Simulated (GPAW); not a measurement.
# WC (Cmmm) in GPAW: single point with PBE

Aim: the single point of WC with PBE.

All numbers are computed with GPAW 26.7.0; they aren't measurements. Logs are shortened: lines on timing, memory, paths and dates and some standing lists are left out, and cuts for length are marked. The log counts tension as positive stress, the text compression.

## Step 1: The structure

The structure is orthorhombic, space group Cmmm (No. 65). The conventional cell has a = 3.281 Å, b = 4.236 Å, c = 4.309 Å, α = 90.00°, β = 90.00°, γ = 90.00°. W (site symmetry mmm) has 4 W at 2.68 Å and 8 C at 2.71 to 3.02 Å as nearest neighbours. Around C (site symmetry mmm) lie 4 C at 2.68 Å and 8 W at 2.71 to 3.02 Å.

The cell was built by a generator and needn't be a form met in nature.

## Step 2: Single point, PBE

Input file run.py:

```python
from ase.dft.bandgap import bandgap
from ase.io import read, write
from ase.units import GPa
from gpaw import GPAW, PW

atoms = read('POSCAR')

calc = GPAW(mode=PW(550),
            xc='PBE',
            kpts={'size': (8, 8, 5), 'gamma': True},
            occupations={'name': 'fermi-dirac', 'width': 0.05},
            nbands=19,
            maxiter=120,
            txt='gpaw.txt')
atoms.calc = calc
energy = atoms.get_potential_energy()
forces = atoms.get_forces()
stress = atoms.get_stress()
calc.write('gs.gpw')
write('result.traj', atoms)
print(f'Energy: {energy:.6f} eV')
print('Forces (eV/A):')
print(forces.round(4))
print('Stress (GPa):', (stress / GPa).round(3))
print('Fermi level:', round(calc.get_fermi_level(), 4), 'eV')
print(f'Gap: {bandgap(calc)[0]:.4f} eV, direct: {bandgap(calc, direct=True)[0]:.4f} eV')
```

Input file POSCAR:

```
WC
1.0
    1.6403461100     -2.1180379000      0.0000000000
    1.6403461100      2.1180379000      0.0000000000
    0.0000000000      0.0000000000      4.3094211000
W C
1 1
Direct
    0.5000000000      0.5000000000      0.5000000000
    0.0000000000      0.0000000000      0.0000000000
```

Potentials or basis: GPAW PAW data sets (gpaw-data 1.2.1), pw.

Run with:

```
> OMP_NUM_THREADS=1 python run.py
```

gpaw.txt:

```text
__  _  _
 | _ |_)|_||  |
 |__||  | ||/\| - 26.7.0

Input parameters:
  mode=PW(ecut=550.0),
  kpts=MonkhorstPack(size=(8, 8, 5), gamma=True),
  maxiter=120,
  nbands=19,
  occupations=Occupations(name='fermi-dirac', width=0.05),
  xc=XC(name='PBE')

Diagonalizing LCAO Hamiltonian
Converting LCAO to pw mode

           W

       C

Atoms  # Å, Bohr magnetons
|   | symbol |        x |        y |        z |    initial magnetic moments |
|---|--------|----------|----------|----------|-----------------------------|
| 0 |      W | 1.640346 | 0.000000 | 2.154711 | ( 0.0000,  0.0000,  0.0000) |
| 1 |      C | 0.000000 | 0.000000 | 0.000000 | ( 0.0000,  0.0000,  0.0000) |

Unit cell  # Å
| periodic |        x |         y |        z |  lengths |     angles |
|----------|----------|-----------|----------|----------|------------|
|      yes | 1.640346 | -2.118038 | 0.000000 | 2.678959 |  90.000000 |
|      yes | 1.640346 |  2.118038 | 0.000000 | 2.678959 |  90.000000 |
|      yes | 0.000000 |  0.000000 | 4.309421 | 4.309421 | 104.486947 |

Number of symmetries: 8
Symmetry operations  # r_c * U_cc + t_c -> r_c
|   | kind |            matrix            |
|---|------|------------------------------|
| 0 |  E   |  1, 0, 0,  0, 1, 0,  0, 0, 1 |
| 1 |  σ   |  1, 0, 0,  0, 1, 0,  0, 0,-1 |
| 2 |  σ   |  0, 1, 0,  1, 0, 0,  0, 0, 1 |
| 3 |  C2  |  0, 1, 0,  1, 0, 0,  0, 0,-1 |
| 4 |  σ   |  0,-1, 0, -1, 0, 0,  0, 0, 1 |
| 5 |  C2  |  0,-1, 0, -1, 0, 0,  0, 0,-1 |
| 6 |  C2  | -1, 0, 0,  0,-1, 0,  0, 0, 1 |
| 7 |  i   | -1, 0, 0,  0,-1, 0,  0, 0,-1 |

BZ-sampling:
  Number of BZ points: 320
  Number of IBZ points: 63

  Monkhorst-Pack size: [8, 8, 5]
  Monkhorst-Pack shift: [0.0625, 0.0625, 0.0]

K-points  # in reciprocal-cell coordinates
|     |                                coordinates |     weight |
|-----|--------------------------------------------|------------|
|   0 | (  0.00000000,   0.00000000,   0.00000000) | 0.00312500 |
|   1 | (  0.00000000,   0.00000000,   0.20000000) | 0.00625000 |
|   2 | (  0.00000000,   0.00000000,   0.40000000) | 0.00625000 |
|   3 | (  0.12500000,  -0.12500000,   0.00000000) | 0.00625000 |
|   4 | (  0.12500000,  -0.12500000,   0.20000000) | 0.01250000 |
|   5 | (  0.12500000,  -0.12500000,   0.40000000) | 0.01250000 |
|   6 | (  0.12500000,   0.00000000,   0.00000000) | 0.01250000 |
|   7 | (  0.12500000,   0.00000000,   0.20000000) | 0.02500000 |
|   8 | (  0.12500000,   0.00000000,   0.40000000) | 0.02500000 |
|   9 | (  0.12500000,   0.12500000,   0.00000000) | 0.00625000 |
| ... |                                            |            |
|  62 | (  0.50000000,   0.50000000,   0.40000000) | 0.00625000 |

Plane wave coefficients: 894
Cutoff: 550.0 eV

Spin-components: 1 (collinear spins)
Bands:           19
Projectors:      11
Spin-degeneracy: 2
Datatype:        complex128

Parallelization:
  kpt:    1
  domain: 1
  band:   1

Density:
  Valence electrons: 18.0
  Components: 1
  Grid points: [15 15 24]
  Charge: 0.0  # |e|

Potential:
  Grid points: [15 15 24]

species:
  W:
    name:    Tungsten
    Z:       74.0
    valence: 14
    core:    60
    charge:  0.0  # [|e|]
    compensation charges:
      type: gauss
      rc: 0.40  # [Å]
      lmax: 2
    cutoffs:
      filter: 2.36  # [Å]
      core: 3.02  # [Å]
    projectors
    | kind |    occ | energy [eV] | rcut [Å] |
    |------|--------|-------------|----------|
    |   5s |  2.000 |     -78.830 |    1.344 |
    |   6s |  2.000 |      -5.697 |    1.344 |
    |   5p |  6.000 |     -43.233 |    1.355 |
    |   6p |  0.000 |      -1.367 |    1.355 |
    |   5d |  4.000 |      -4.494 |    1.228 |
    |    d |        |      22.717 |    1.228 |

    Using partial waves for W as LCAO basis

  C:
    name:    Carbon
    Z:       6.0
    valence: 4
    core:    2
    charge:  0.0  # [|e|]
    compensation charges:
      type: gauss
      rc: 0.20  # [Å]
      lmax: 2
    cutoffs:
      filter: 1.14  # [Å]
      core: 1.14  # [Å]
    projectors
    | kind |    occ | energy [eV] | rcut [Å] |
    |------|--------|-------------|----------|
    |   2s |  2.000 |     -13.751 |    0.635 |
    |   2p |  2.000 |      -5.284 |    0.635 |
    |    s |        |      13.461 |    0.635 |
    |    p |        |      21.927 |    0.635 |
    |    d |        |       0.000 |    0.635 |

    Using partial waves for C as LCAO basis

Reference energy: -439799.299771  # eV

eigensolver:
  PPCG
  Converge bands: occupied
  niter=2

density mixing:
  MSR1-Mixer
  Pratt-step length: 0.05
  Maximum mixing coefficient: 0.75
  Old densities: 10
  SVD Regularization: 0.005
  Good broyden scale: 1.0
  Trust region scale: 1.0
  Backstep threshold: 4.0
  History deletion threshold: 6.0
  Fourier metric: weight=20.0, sigma=0.015

occupation numbers:
  Fermi-Dirac:
    width: 0.0500  # eV

poisson solver:
  ecut: 4400.0  # eV

xc functional:
  name: PBE with 2 nearest neighbor stencil

convergence criteria:
- Maximum [total energy] change in last 3 cyles: 0.0005 eV / valence electron
- Maximum integral of absolute [dens]ity change: 0.0001 electrons / valence electron
- Maximum integral of absolute [eigenst]ate change: 4e-08 eV^2 / valence electron
maximum number of iterations: 120

SCF iterations
|iter     | |      energy | eigst |  dens |
|---------|-|-------------|-------|-------|
|iter:   1| |  -15.702635 | -0.31 |       |
|iter:   2| |  -15.589339 | -2.90 | -1.09 |
|iter:   3| |  -15.366417 | -2.21 | -1.15 |
|iter:   4| |  -15.316123 | -2.36 | -1.43 |
|iter:   5| |  -15.317342 | -4.00 | -2.07 |
|iter:   6| |  -15.317553c| -4.57 | -2.36 |
|iter:   7| |  -15.317561c| -6.60 | -3.37 |
|iter:   8| |  -15.317562c| -7.52c| -3.92 |
|iter:   9| |  -15.317562c| -7.69c| -4.66c|

Converged in 9 steps
Energy contributions relative to reference atoms: (reference = -439799.299771)

Energy contributions:
  Kinetic:         -15.486624
  Coulomb:          10.171159
  Zero:             -0.031071
  External:          0.000000
  Xc:               -9.962735
  Entropy:          -0.016584
  Spinorbit:         0.000000
  ----------------------------
  Free energy:     -15.325854
  Extrapolated:    -15.317562

dipole moment: (-6.603126, -0.000000, -8.673673)  # |e|*Ang

Fermi level: 9.173
Eigenvalues  # (at kpt = [0.000, 0.000, 0.000])
| band index |      eig [eV] | occ [0-2] |
|------------|---------------|-----------|
|          0 |       -65.299 |     2.000 |
|          1 |       -29.877 |     2.000 |
|          2 |       -29.226 |     2.000 |
|          3 |       -28.950 |     2.000 |
|          4 |        -3.085 |     2.000 |
|          5 |         3.708 |     2.000 |
[... 8 lines left out ...]
|         14 |        20.812 |     0.000 |
|         15 |        23.904 |     0.000 |
|        ... |               |           |
|         18 |        27.508 |     0.000 |

No gap
No difference between direct/indirect transitions

Forces  # eV/Ang
|        x |       y |       z |
|----------|---------|---------|
|  0.00000 | 0.00000 | 0.00000 |  # W    0
| -0.00000 | 0.00000 | 0.00000 |  # C    1

Stress tensor  # eV/Ang^3
|        x |        y |        z |
|----------|----------|----------|
| 0.220443 | 0.000000 | 0.000000 |
| 0.000000 | 0.013837 | 0.000000 |
| 0.000000 | 0.000000 | 0.359322 |

# Writing to gs.gpw (mode='')
```

It took 17 s on 1 thread of Arm Neoverse V1, shared host; peak memory 0.15 GiB.

The run converged, but some of its settings lie outside the range that counts as converged, so its numbers aren't taken as properties of the crystal.

What came out:

| Property | Result |
| --- | --- |
| Free energy | -15.3259 eV |
| Pressure | -31.7 GPa |
| Band gap on the k mesh | none (metal or under the smearing width) |

Caveat: the cutoff is short for stress and forces, so pressures can be off by a GPa or more; a pressure of tens of GPa on the cell as given is suspect, and the run, the potentials or the cell itself is likely at fault.
